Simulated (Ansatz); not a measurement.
## From a trial cell to the properties of Rb (fcc)

The computed numbers are results of HSE06, scalar-relativistic (no spin polarisation) in the plane-wave PAW code Ansatz at 420 eV, 6×6×6 k-mesh, Gaussian smearing of 0.05 eV. The datasets are Ansatz's generated set soft_2.

At room temperature and ambient pressure Rb is bcc.

The first cell:

```
Rb
1.0
     0.00000    3.52148    3.52148
     3.52148    0.00000    3.52148
     3.52148    3.52148    0.00000
Rb
1
Direct
  0.00000 0.00000 0.00000
```

The steps in volume:

| run | level | k-mesh | kind | V (Å³/atom) | P (GPa) | E − E(final) (meV/atom) | gap on the mesh (eV) |
| --- | --- | --- | --- | --- | --- | --- | --- |
| 1 | PBE | 6×6×6 | fixed cell | 87.34 | 0.2 | – | metal |
| 2 | PBE | 6×6×6 | fixed cell | 87.69 | 0.1 | – | metal |
| 3 | PBE | 6×6×6 | fixed cell | 92.04 | 0.0 | – | metal |
| 4 | HSE06 | 6×6×6 | fixed cell | 92.04 | 0.1 | 0.5 | metal |
| 5 | HSE06 | 6×6×6 | fixed cell | 92.41 | 0.1 | 0.4 | metal |
| 6 | HSE06 | 6×6×6 | fixed cell | 94.42 | 0.0 | 0.0 | metal |

The volume is at zero pressure for this level.

The final structure (symmetry read at 0.01 Å). Symmetry: Fm-3m, No. 225, cubic system. Conventional cell: a = 7.228 Å, b = 7.228 Å, c = 7.228 Å, α = 90.00°, β = 90.00°, γ = 90.00°. (Neighbours are counted to 15 % beyond the shortest distance.)

```tsv
atom	site	symmetry	x	y	z
Rb	4a	m-3m	0.0000	0.0000	0.0000
```

- At the final geometry the gap, band path included, is zero (metallic).
- The runs in the table took roughly 2.3 core-minutes.

**Reading the result.**

The calculation's cell holds 9 valence electrons, an odd number. Without magnetic order each band takes two, so one stays part-filled and the crystal must be a metal.

Pressures of hybrids are less tightly converged. For a metal under a hybrid functional this mesh is coarse.
